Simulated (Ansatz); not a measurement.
GaAs (zincblende): gap against strain (uniaxial along x, other directions held)

GaAs built on the zincblende prototype, relaxed with r2SCAN in Ansatz 0.2.0, then strained (uniaxial along x, other directions held; changes of length per length, axes as in the cell below) with the atoms relaxed again within the symmetry that is left. The symmetry is F-43m (No. 216, cubic); conventional cell a = 5.666 Å, 22.74 Å³ an atom. Ga is surrounded by 4 As at 2.45 Å; As is surrounded by 4 Ga at 2.45 Å. Spin-unpolarised throughout; all numbers are computed.

```
Ga As
1.0
     0.00000    2.83309    2.83309
     2.83309    0.00000    2.83309
     2.83309    2.83309    0.00000
Ga As
1 1
Direct
  0.00000 0.00000 0.00000
  0.25000 0.25000 0.25000
```

Gaps are the least over each mesh (PBE 8×8×8, r2SCAN 8×8×8, HSE06 6×6×6 when unstrained) and the special points, which keep their unstrained names; stress is the change from the unstrained cell, compression positive.

```csv
strain (%),"gap, PBE (eV)","gap, r2SCAN (eV)","gap, HSE06 (eV)","edges, HSE06","stress along the strain, r2SCAN (GPa)","energy rise, r2SCAN (meV/atom)"
-4.82,0.645,1.161,1.575,Γ → X,+5.99,20.2
-2.5,0.558,1.065,1.475,Γ,+3.03,5.4
0.0,0.466,0.962,1.364,Γ,0.00,0.0
+0.5,0.419,0.912,1.311,Γ,-0.58,0.2
+2.83,0.200,0.677,1.064,Γ,-3.21,6.5
```

Problem. Estimate the row for a strain of -4.15 %.

Solution.
```csv
strain (%),"gap, PBE (eV)","gap, r2SCAN (eV)","gap, HSE06 (eV)","edges, HSE06","stress along the strain, r2SCAN (GPa)","energy rise, r2SCAN (meV/atom)"
-4.15,0.620,1.133,1.548,Γ,+5.12,14.9
```

With HSE06 the edges change from Γ → X (indirect) to Γ (direct) between -4.82 and -4.15 %.

Spin-orbit coupling is left out.

The meshes of the hybrids are coarse, so their gaps aren't converged to the digits shown.
